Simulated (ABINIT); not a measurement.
# GaSb (F-43m) in ABINIT: further runs

The runs below take GaSb through equation of state, band structure, with LDA, LDA-PZ, LDA-VWN.

All numbers are computed with ABINIT 10.8.3 (patched build); they aren't measurements. Logs are shortened: lines on timing, memory, paths and dates and some standing lists are left out, and cuts for length are marked. The log counts tension as positive stress, the text compression.

**Measured values to compare with.**

From a printed reference work, data compilation, for a bulk crystal of GaSb at 4.2 K: band gap 0.811 eV (direct).

The runs below are set against these values where they give the same quantity.

## Step 1: The crystal as given

Symmetry: F-43m, No. 216, cubic system. The conventional cell has a = 6.118 Å, b = 6.118 Å, c = 6.118 Å, α = 90.00°, β = 90.00°, γ = 90.00°. Sb (site symmetry -43m) is surrounded by 4 Ga at 2.65 Å. Around Ga (site symmetry -43m) lie 4 Sb at 2.65 Å.

## Step 2: Equation of state, LDA

Input file run.abi:

```
ndtset 7
getwfk -1
scalecart1 3*0.9795861087
scalecart2 3*0.9864848297
scalecart3 3*0.9932883884
scalecart4 3*1.0000000000
scalecart5 3*1.0066227096
scalecart6 3*1.0131594038
scalecart7 3*1.0196128224

pp_dirpath "./"
pseudos "Sb.hgh, Ga.hgh"

acell 4.3260792873 4.3260792873 4.3260792873 Angstrom
rprim
     0.0000000000     0.7071067812     0.7071067812
     0.7071067812     0.0000000000     0.7071067812
     0.7071067812     0.7071067812     0.0000000000
ntypat 2
znucl 51 31
natom 2
typat 1 2
xred
     0.7500000000     0.7500000000     0.7500000000
     0.0000000000     0.0000000000     0.0000000000

ecut 16.0

kptopt 1
ngkpt 8 8 8
nshiftk 1
shiftk 0.0 0.0 0.0

ixc 7

nband 8
occopt 3
tsmear 0.05 eV

nstep 100
tolvrs 1.0e-10

iomode 3
prtwf 1
prtden 0
prteig 0
prtebands 0
```

Potentials or basis: HGH LDA.

On the command line:

```console
$ abinit run.abi > log 2>&1
```

run.abo:

```text
.Version 10.8.3 of ABINIT
 DATASET    1 : space group F-4 3 m (#216); Bravais cF (face-center cubic)
================================================================================
 Values of the parameters that define the memory need for DATASET  1.
     intxc =       0    ionmov =       0      iscf =       7    lmnmax =       6
     lnmax =       6     mgfft =      30  mpssoang =       3    mqgrid =    3001
     natom =       2  nloc_mem =       1    nspden =       1   nspinor =       1
    nsppol =       1      nsym =      24    n1xccc =       0    ntypat =       2
    occopt =       3   xclevel =       1
       mpw =        1124          nfft =       27000          nkpt =          29
================================================================================
================================================================================
[... 61 lines left out ...]
 DATASET    7 : space group F-4 3 m (#216); Bravais cF (face-center cubic)
================================================================================
 Values of the parameters that define the memory need for DATASET  7.
     intxc =       0    ionmov =       0      iscf =       7    lmnmax =       6
     lnmax =       6     mgfft =      30  mpssoang =       3    mqgrid =    3001
     natom =       2  nloc_mem =       1    nspden =       1   nspinor =       1
    nsppol =       1      nsym =      24    n1xccc =       0    ntypat =       2
    occopt =       3   xclevel =       1
       mpw =        1283          nfft =       27000          nkpt =          29
================================================================================
================================================================================

--------------------------------------------------------------------------------
------------- Echo of variables that govern the present computation ------------
--------------------------------------------------------------------------------
 -outvars: echo values of preprocessed input variables --------
            acell      8.1751050520E+00  8.1751050520E+00  8.1751050520E+00 Bohr
              amu      1.21753000E+02  6.97230000E+01
             ecut      1.60000000E+01 Hartree
           getwfk          -1
              ixc           7
           jdtset        1    2    3    4    5    6    7
         kptrlatt        8    0    0      0    8    0      0    0    8
          kptrlen1     6.40657548E+01
          kptrlen2     6.45169369E+01
          kptrlen3     6.49618954E+01
          kptrlen4     6.54008404E+01
          kptrlen5     6.58339712E+01
          kptrlen6     6.62614765E+01
          kptrlen7     6.66835355E+01
            natom           2
            nband           8
           ndtset           7
            ngfft          30      30      30
             nkpt          29
            nstep         100
             nsym          24
           ntypat           2
           occopt           3
           prtden           0
        prtebands           0
           prteig           0
            rprim1     0.0000000000E+00  6.9267198023E-01  6.9267198023E-01
                       6.9267198023E-01  0.0000000000E+00  6.9267198023E-01
                       6.9267198023E-01  6.9267198023E-01  0.0000000000E+00
            rprim2     0.0000000000E+00  6.9755011263E-01  6.9755011263E-01
                       6.9755011263E-01  0.0000000000E+00  6.9755011263E-01
                       6.9755011263E-01  6.9755011263E-01  0.0000000000E+00
            rprim3     0.0000000000E+00  7.0236095512E-01  7.0236095512E-01
                       7.0236095512E-01  0.0000000000E+00  7.0236095512E-01
                       7.0236095512E-01  7.0236095512E-01  0.0000000000E+00
            rprim4     0.0000000000E+00  7.0710678120E-01  7.0710678120E-01
                       7.0710678120E-01  0.0000000000E+00  7.0710678120E-01
                       7.0710678120E-01  7.0710678120E-01  0.0000000000E+00
            rprim5     0.0000000000E+00  7.1178974407E-01  7.1178974407E-01
                       7.1178974407E-01  0.0000000000E+00  7.1178974407E-01
                       7.1178974407E-01  7.1178974407E-01  0.0000000000E+00
            rprim6     0.0000000000E+00  7.1641188486E-01  7.1641188486E-01
                       7.1641188486E-01  0.0000000000E+00  7.1641188486E-01
                       7.1641188486E-01  7.1641188486E-01  0.0000000000E+00
            rprim7     0.0000000000E+00  7.2097514092E-01  7.2097514092E-01
                       7.2097514092E-01  0.0000000000E+00  7.2097514092E-01
                       7.2097514092E-01  7.2097514092E-01  0.0000000000E+00
          spgroup         216
           tolvrs      1.00000000E-10
           tsmear      1.83746611E-03 Hartree
            typat      1  2
           xangst1     4.4948308599E+00  4.4948308599E+00  4.4948308599E+00
                       0.0000000000E+00  0.0000000000E+00  0.0000000000E+00
           xangst2     4.5264856412E+00  4.5264856412E+00  4.5264856412E+00
                       0.0000000000E+00  0.0000000000E+00  0.0000000000E+00
           xangst3     4.5577037703E+00  4.5577037703E+00  4.5577037703E+00
                       0.0000000000E+00  0.0000000000E+00  0.0000000000E+00
           xangst4     4.5885000001E+00  4.5885000001E+00  4.5885000001E+00
                       0.0000000000E+00  0.0000000000E+00  0.0000000000E+00
           xangst5     4.6188883031E+00  4.6188883031E+00  4.6188883031E+00
                       0.0000000000E+00  0.0000000000E+00  0.0000000000E+00
           xangst6     4.6488819244E+00  4.6488819244E+00  4.6488819244E+00
                       0.0000000000E+00  0.0000000000E+00  0.0000000000E+00
           xangst7     4.6784934357E+00  4.6784934357E+00  4.6784934357E+00
                       0.0000000000E+00  0.0000000000E+00  0.0000000000E+00
            xcart1     8.4939993074E+00  8.4939993074E+00  8.4939993074E+00
                       0.0000000000E+00  0.0000000000E+00  0.0000000000E+00
            xcart2     8.5538181747E+00  8.5538181747E+00  8.5538181747E+00
                       0.0000000000E+00  0.0000000000E+00  0.0000000000E+00
            xcart3     8.6128118888E+00  8.6128118888E+00  8.6128118888E+00
                       0.0000000000E+00  0.0000000000E+00  0.0000000000E+00
            xcart4     8.6710083289E+00  8.6710083289E+00  8.6710083289E+00
                       0.0000000000E+00  0.0000000000E+00  0.0000000000E+00
            xcart5     8.7284338990E+00  8.7284338990E+00  8.7284338990E+00
                       0.0000000000E+00  0.0000000000E+00  0.0000000000E+00
            xcart6     8.7851136288E+00  8.7851136288E+00  8.7851136288E+00
                       0.0000000000E+00  0.0000000000E+00  0.0000000000E+00
            xcart7     8.8410712753E+00  8.8410712753E+00  8.8410712753E+00
                       0.0000000000E+00  0.0000000000E+00  0.0000000000E+00
             xred      7.5000000000E-01  7.5000000000E-01  7.5000000000E-01
                       0.0000000000E+00  0.0000000000E+00  0.0000000000E+00
            znucl       51.00000   31.00000

================================================================================

 chkinp: Checking input parameters for consistency, jdtset=   1.

 chkinp: Checking input parameters for consistency, jdtset=   2.
[... 33 lines left out ...]
 getcut: wavevector=  0.0000  0.0000  0.0000  ngfft=  30  30  30
         ecut(hartree)=     16.000   => boxcut(ratio)=   2.08277

--- Pseudopotential description ------------------------------------------------
- pspini: atom type   1  psp file is ./Sb.hgh
    3    1    2    0      2001   0.00000      pspcod,pspxc,lmax,lloc,mmax,r2well

 pspatm : COMMENT -
  the projectors are not normalized,
  so that the KB energies are not consistent with
  definition in PRB44, 8503 (1991).
  However, this does not influence the results obtained hereafter.

- pspini: atom type   2  psp file is ./Ga.hgh
    3    1    2    0      2001   0.00000      pspcod,pspxc,lmax,lloc,mmax,r2well

 pspatm : COMMENT -
  the projectors are not normalized,
  so that the KB energies are not consistent with
  definition in PRB44, 8503 (1991).
  However, this does not influence the results obtained hereafter.

   3.07641854E+02                                ecore*ucvol(ha*bohr**3)
--------------------------------------------------------------------------------

================================================================================

--- !BeginCycle
iteration_state: {dtset: 1, }
solver: {iscf: 7, nstep: 100, nline: 4, wfoptalg: 0, }
tolerances: {tolvrs: 1.00E-10, }
...
[... 1004 lines left out ...]
-Cartesian components of stress tensor (GPa)         [Pressure= -5.4449E+00 GPa]
- sigma(1 1)=  5.44485156E+00  sigma(3 2)=  0.00000000E+00
- sigma(2 2)=  5.44485156E+00  sigma(3 1)=  0.00000000E+00
- sigma(3 3)=  5.44485156E+00  sigma(2 1)=  0.00000000E+00

== END DATASET(S) ==============================================================
================================================================================

 -outvars: echo values of variables after computation  --------
            acell      8.1751050520E+00  8.1751050520E+00  8.1751050520E+00 Bohr
           etotal1    -7.8841530184E+00
           etotal2    -7.8838934639E+00
           etotal3    -7.8833618928E+00
           etotal4    -7.8825942772E+00
           etotal5    -7.8816229851E+00
           etotal6    -7.8804626774E+00
           etotal7    -7.8791340946E+00
            fcart1    -0.0000000000E+00 -0.0000000000E+00 -0.0000000000E+00
                      -0.0000000000E+00 -0.0000000000E+00 -0.0000000000E+00
            fcart2    -0.0000000000E+00 -0.0000000000E+00 -0.0000000000E+00
                      -0.0000000000E+00 -0.0000000000E+00 -0.0000000000E+00
            fcart3    -0.0000000000E+00 -0.0000000000E+00 -0.0000000000E+00
                      -0.0000000000E+00 -0.0000000000E+00 -0.0000000000E+00
            fcart4    -0.0000000000E+00 -0.0000000000E+00 -0.0000000000E+00
                      -0.0000000000E+00 -0.0000000000E+00 -0.0000000000E+00
            fcart5    -0.0000000000E+00 -0.0000000000E+00 -0.0000000000E+00
                      -0.0000000000E+00 -0.0000000000E+00 -0.0000000000E+00
[... 38 lines left out ...]
                       0.0000000000E+00  0.0000000000E+00  0.0000000000E+00
           xangst1     4.4948308599E+00  4.4948308599E+00  4.4948308599E+00
                       0.0000000000E+00  0.0000000000E+00  0.0000000000E+00
           xangst2     4.5264856412E+00  4.5264856412E+00  4.5264856412E+00
                       0.0000000000E+00  0.0000000000E+00  0.0000000000E+00
           xangst3     4.5577037703E+00  4.5577037703E+00  4.5577037703E+00
                       0.0000000000E+00  0.0000000000E+00  0.0000000000E+00
           xangst4     4.5885000001E+00  4.5885000001E+00  4.5885000001E+00
                       0.0000000000E+00  0.0000000000E+00  0.0000000000E+00
           xangst5     4.6188883031E+00  4.6188883031E+00  4.6188883031E+00
                       0.0000000000E+00  0.0000000000E+00  0.0000000000E+00
           xangst6     4.6488819244E+00  4.6488819244E+00  4.6488819244E+00
                       0.0000000000E+00  0.0000000000E+00  0.0000000000E+00
           xangst7     4.6784934357E+00  4.6784934357E+00  4.6784934357E+00
                       0.0000000000E+00  0.0000000000E+00  0.0000000000E+00
             xred      7.5000000000E-01  7.5000000000E-01  7.5000000000E-01
                       0.0000000000E+00  0.0000000000E+00  0.0000000000E+00
 Calculation completed.
```

Run time: 42 s. Hardware: 1 thread of Arm Neoverse V1, shared host; peak memory 0.11 GiB.

What came out:

| Property | Result |
| --- | --- |
| Equilibrium volume | 26.69 Å³/atom (rough: see the caveat) |
| Bulk modulus | 56 GPa (rough) |

Energy against volume, from the lowest point:
```csv
volume (Å³/atom),energy (meV/atom)
26.907,0.00
27.480,3.53
28.052,10.76
28.625,21.21
29.197,34.42
29.770,50.21
30.342,68.29
```

Caveat: pressures at fixed basis lie under the slope of the energies; the minimum lies outside the volumes run; HGH potentials are hard and often keep d shells in the core, so these values are rough. The run has no spin-orbit coupling, so splittings on Sb are missing.

## Step 3: Band structure, LDA-PZ

Input file run.abi:

```
# Datasets: ground state, then fixed potential
ndtset 2

# Pseudopotentials
pp_dirpath "./"
pseudos "Sb.LDA_PW-JTH_sp.xml, Ga.LDA_PW-JTH.xml"

# Structure
acell 3*1.0 Angstrom
rprim
     0.0000000000     3.0590000000     3.0590000000
     3.0590000000     0.0000000000     3.0590000000
     3.0590000000     3.0590000000     0.0000000000
ntypat 2
znucl 51 31
natom 2
typat 1 2
xred
     0.7500000000     0.7500000000     0.7500000000
     0.0000000000     0.0000000000     0.0000000000

# Plane-wave basis
ecut 20.0
pawecutdg 40.0

# Exchange and correlation
ixc 2

# Bands and occupations
occopt 3
tsmear 0.00183747

# SCF cycle
nstep 100

# Output
iomode 3
prtwf 0
prteig 0
prtebands 0
enunit 1
prtden1 1

# Dataset 1
kptopt1 1
ngkpt1 8 8 8
nshiftk1 1
shiftk1 0.0 0.0 0.0
nband1 13
tolvrs1 1.0e-9

# Dataset 2: bands along G-X-W-K-G-L-U-W-L-K
iscf2 -2
getden2 1
nband2 17
nbdbuf2 2
tolwfr2 1.0e-12
kptopt2 -9
ndivsm2 8
prteig2 1
kptbounds2
     0.0000000000     0.0000000000     0.0000000000
     0.5000000000     0.0000000000     0.5000000000
     0.5000000000     0.2500000000     0.7500000000
     0.3750000000     0.3750000000     0.7500000000
     0.0000000000     0.0000000000     0.0000000000
     0.5000000000     0.5000000000     0.5000000000
     0.6250000000     0.2500000000     0.6250000000
     0.5000000000     0.2500000000     0.7500000000
     0.5000000000     0.5000000000     0.5000000000
     0.3750000000     0.3750000000     0.7500000000
```

Potentials or basis: JTH PAW LDA v2.0 sp.

On the command line:

```console
$ abinit run.abi > log 2>&1
```

Run time: 1.9 min. Hardware: 1 thread of Arm Neoverse V1, shared host; peak memory 0.15 GiB.

It converged, with:

```
Free energy                                           : -2314.7533 eV
Pressure                                              : -1.6 GPa
Band gap on the k mesh                                : none (metal or under the smearing width)
Valence electrons inside the program's atomic spheres : Sb 2.39; Ga 11.04
```

Levels at the corners of the path, in eV from the Fermi level:
```
point  band 5  band 6  band 7  band 8  band 9  band 10  band 11  band 12  band 13  band 14
    Γ  -15.08  -11.57   -0.16   -0.04   -0.04    -0.04     2.79     2.79     2.79     5.74
    X  -15.08   -9.15   -6.90   -2.60   -2.60     0.80     1.14     8.76     8.76     9.99
    W  -15.08   -9.10   -6.77   -3.39   -3.18     3.62     4.26     4.42     4.80     9.98
    K  -15.08   -9.21   -6.72   -3.66   -2.22     1.31     3.84     6.63     6.91     7.59
    Γ  -15.08  -11.57   -0.16   -0.04   -0.04    -0.04     2.79     2.79     2.79     5.74
    L  -15.08   -9.96   -6.44   -1.18   -1.18     0.26     3.76     3.76     6.50     9.28
    U  -15.08   -9.21   -6.72   -3.66   -2.22     1.31     3.84     6.63     6.91     7.59
    W  -15.08   -9.10   -6.77   -3.39   -3.18     3.62     4.26     4.42     4.80     9.98
    L  -15.08   -9.96   -6.44   -1.18   -1.18     0.26     3.76     3.76     6.50     9.28
    K  -15.08   -9.21   -6.72   -3.66   -2.22     1.31     3.84     6.63     6.91     7.59
```

Caveat: spin-orbit coupling is left out, which moves the levels of the heavy elements; this set keeps more shells in the core, which shifts pressures and gaps; this crystal is a semiconductor, whose small gap the functional closes, so the metal is an error of the method.

## Step 4: Band structure, LDA-VWN

run.abi: that of step 3 with these lines changed.

```diff
@@ -1,5 +1,3 @@
-# Datasets: ground state, then fixed potential
 ndtset 2
 
-# Pseudopotentials
 pp_dirpath "./"
@@ -7,8 +5,7 @@
 
-# Structure
-acell 3*1.0 Angstrom
+acell 4.3260792873 4.3260792873 4.3260792873 Angstrom
 rprim
-     0.0000000000     3.0590000000     3.0590000000
-     3.0590000000     0.0000000000     3.0590000000
-     3.0590000000     3.0590000000     0.0000000000
+     0.0000000000     0.7071067812     0.7071067812
+     0.7071067812     0.0000000000     0.7071067812
+     0.7071067812     0.7071067812     0.0000000000
 ntypat 2
@@ -21,3 +18,2 @@
 
-# Plane-wave basis
 ecut 20.0
@@ -25,13 +21,9 @@
 
-# Exchange and correlation
-ixc 2
+ixc -1007
 
-# Bands and occupations
 occopt 3
-tsmear 0.00183747
+tsmear 0.05 eV
 
-# SCF cycle
 nstep 100
 
-# Output
 iomode 3
@@ -43,3 +35,2 @@
 
-# Dataset 1
 kptopt1 1
@@ -51,3 +42,2 @@
 
-# Dataset 2: bands along G-X-W-K-G-L-U-W-L-K
 iscf2 -2
@@ -58,3 +48,3 @@
 kptopt2 -9
-ndivsm2 8
+ndivsm2 5
 prteig2 1
```

On the command line:

```console
$ abinit run.abi > log 2>&1
```

Wall time 66 s (1 thread of Arm Neoverse V2, shared host); peak memory 0.12 GiB.

The run converged. Its results:

```
Free energy                                           : -2314.9421 eV
Pressure                                              : -1.7 GPa
Band gap on the k mesh                                : none (metal or under the smearing width)
Valence electrons inside the program's atomic spheres : Sb 2.39; Ga 11.04
```

Levels at the corners of the path, in eV from the Fermi level:
| point | band 7 | band 8 | band 9 | band 10 | band 11 | band 12 |
| --- | --- | --- | --- | --- | --- | --- |
| Γ | -0.16 | -0.04 | -0.04 | -0.04 | 2.80 | 2.80 |
| X | -6.90 | -2.60 | -2.60 | 0.80 | 1.14 | 8.76 |
| W | -6.77 | -3.38 | -3.18 | 3.62 | 4.27 | 4.43 |
| K | -6.72 | -3.65 | -2.22 | 1.31 | 3.84 | 6.63 |
| Γ | -0.16 | -0.04 | -0.04 | -0.04 | 2.80 | 2.80 |
| L | -6.44 | -1.18 | -1.18 | 0.26 | 3.76 | 3.76 |
| U | -6.72 | -3.65 | -2.22 | 1.31 | 3.84 | 6.63 |
| W | -6.77 | -3.38 | -3.18 | 3.62 | 4.27 | 4.43 |
| L | -6.44 | -1.18 | -1.18 | 0.26 | 3.76 | 3.76 |
| K | -6.72 | -3.65 | -2.22 | 1.31 | 3.84 | 6.63 |

Caveat: spin-orbit coupling is left out, which moves the levels of the heavy elements; this set keeps more shells in the core, which shifts pressures and gaps; this crystal is a semiconductor, whose small gap the functional closes, so the metal is an error of the method.

## Step 5: How close it comes

Step 3. A measured gap of GaSb is 0.811 eV (direct; 4.2 K; a printed reference work, data compilation); the calculated 0.00 eV misses it by -0.81 eV. Spin-orbit coupling on Ga, Sb is left out. The value is that of LDA-PZ on a finite k mesh, which can miss the band edges, without temperature or zero-point motion. Semilocal functionals fall short of measured gaps as a rule.

Step 4. Against the measured gap of GaSb, 0.811 eV (direct; 4.2 K; a printed reference work, data compilation), the calculated 0.00 eV is off by -0.81 eV. Spin-orbit coupling on Ga, Sb is left out. The value is that of LDA-VWN on a finite k mesh, which can miss the band edges, without temperature or zero-point motion. Semilocal functionals fall short of measured gaps as a rule.
